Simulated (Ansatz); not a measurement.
**InN in the zinc blende structure (space group F-43m, No. 216)**

```yaml
crystal:
  lattice:
    - [0.00000, 2.49330, 2.49330]
    - [2.49330, 0.00000, 2.49330]
    - [2.49330, 2.49330, 0.00000]
  atoms:
    - { symbol: N, position: [0.75000, 0.75000, 0.75000] }
    - { symbol: In, position: [0.00000, 0.00000, 0.00000] }
```

Method: Ansatz (a first-principles code), PBEsol, PAW, cutoff 420 eV, scalar-relativistic without spin-orbit coupling. Settings: 11×11×11 k-points, 0.05 eV Fermi–Dirac smearing.

- Volume per atom = 15.50 Å³
- Density = 6.90 g/cm³
- Band gap = zero
- Total energy = -2951.928 eV/atom (σ→0; compares only within this code and set-up)

Whether these cells are dynamically stable was not tested. The final runs are not spin-polarised. This is not the structure that InN has at room temperature and ambient pressure. A zero or small gap of InN can be the functional's error rather than a property of the material.
